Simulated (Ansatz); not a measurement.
# SiC₂: rattling a relaxed structure

It was reached by relaxing an invented guess, and it needn't be the stable form of this composition.

These are results of DFT PBE, scalar-relativistic, plane waves, PAW (Ansatz 0.2.0), not measurements. Plane waves to 420 eV, a k mesh through Γ of 24×24×6 on the computed 3-atom cell and Gaussian smearing (0.10 eV); no spin polarisation.

The cell below (3 atoms, space group P6/mmm (No. 191)) is relaxed within its symmetry.

```
Si C
1.0
     2.47073    0.00000    0.00000
    -1.23537    2.13972    0.00000
     0.00000    0.00000    9.02103
Si C
1 2
Direct
  0.00000 0.00000 0.00000
  0.33333 0.66667 0.50000
  0.66667 0.33333 0.50000
```

For the test a repeat of it with 6 atoms (edges 2.47, 4.28, 9.02 Å) was strained at random (σ = 1.5 % a component), the atoms were moved at random (σ = 0.05 Å), and all was relaxed again on a coarse 8×6×4 mesh (in the run’s order of axes) with 0.20 eV smearing, with no symmetry imposed.

Weakly bound directions are ill-defined at this level, which has no dispersion term.

Task: What happens?

Result: It doesn't return. The energy falls by 66 meV/atom on that mesh, the volume changes by 3.4 %, and the end has space group Pm (No. 6) at a loose tolerance. Relaxed again on a 16×10×4 mesh with 0.10 eV smearing, the new structure lies 60 meV/atom below the first (mesh in the axes of the run's cell; the cell below is made exact in the group named). Space group Pm (No. 6), monoclinic, a = 2.456 Å, b = 4.242 Å, c = 9.803 Å, β = 94.6°. Si on its first site has 4 Si at 2.45–2.46 Å; Si on its second site has 4 Si at 2.45–2.46 Å; C on its first site is surrounded by 3 C at 1.41–1.42 Å; around C on its second site lie 3 C at 1.41–1.42 Å.

```cif
data_structure
_symmetry_space_group_name_H-M 'Pm'
_symmetry_Int_Tables_number 6
_cell_length_a 2.4565
_cell_length_b 4.2424
_cell_length_c 9.8026
_cell_angle_alpha 90.000
_cell_angle_beta 94.603
_cell_angle_gamma 90.000
_cell_volume 101.83
loop_
_atom_site_label
_atom_site_type_symbol
_atom_site_symmetry_multiplicity
_atom_site_Wyckoff_symbol
_atom_site_fract_x
_atom_site_fract_y
_atom_site_fract_z
_atom_site_occupancy
Si1 Si 1 a 0.73821 0.00000 0.93767 1
Si2 Si 1 b 0.77901 0.50000 0.06293 1
C1 C 2 c 0.49570 0.16674 0.49989 1
C2 C 2 c 0.99568 0.66674 0.49981 1
```
